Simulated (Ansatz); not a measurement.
Runs of Ansatz 0.2.0 on Ge. The structure is orthorhombic, space group Fmmm (No. 69). The conventional cell has a = 5.261 Å, b = 5.771 Å, c = 10.231 Å, α = 90.00°, β = 90.00°, γ = 90.00°. Around Ge (site symmetry m2m) lie 5 Ge at 2.61 to 2.73 Å. Around Ge (site symmetry mm2) lie 6 Ge at 2.71 to 2.96 Å. This isn't the form of Ge at room conditions, which is diamond.

| task | level | spin | k mesh | cutoff (eV) | points for each segment of the path | gap on the mesh (eV) | pressure (GPa) | largest force (eV/Å) |
| --- | --- | --- | --- | --- | --- | --- | --- | --- |
| band structure | PBEsol | SOC, no magnetisation | 7 × 7 × 7 | 420 | 14 | none | -3.5 | 0.04 |
| phonons | PBEsol | off | 6 × 6 × 6 | 420 | - | none | - | - |
| band structure | r2SCAN | off | 7 × 7 × 7 | 500 | 14 | none | (a) | 0.05 |
| band structure | LDA | off | 7 × 7 × 7 | 420 | 14 | none | -5.1 | 0.04 |

Alike in all rows: potentials or basis Ansatz PAW; cell as given; smearing fermi-dirac 0.05 eV.

Question: Estimate the missing entries.

Answer: (a) -2.4.

Caveats: the PAW data sets come from PBE, with cores solved anew for the run's functional, which leaves a small shift of forces and pressure; some modes are imaginary (some runs).

A k mesh can miss the band edges, and rows without SOC leave out spin-orbit coupling on Ge.

A gap of «none» marks a metal or a gap under the smearing width.
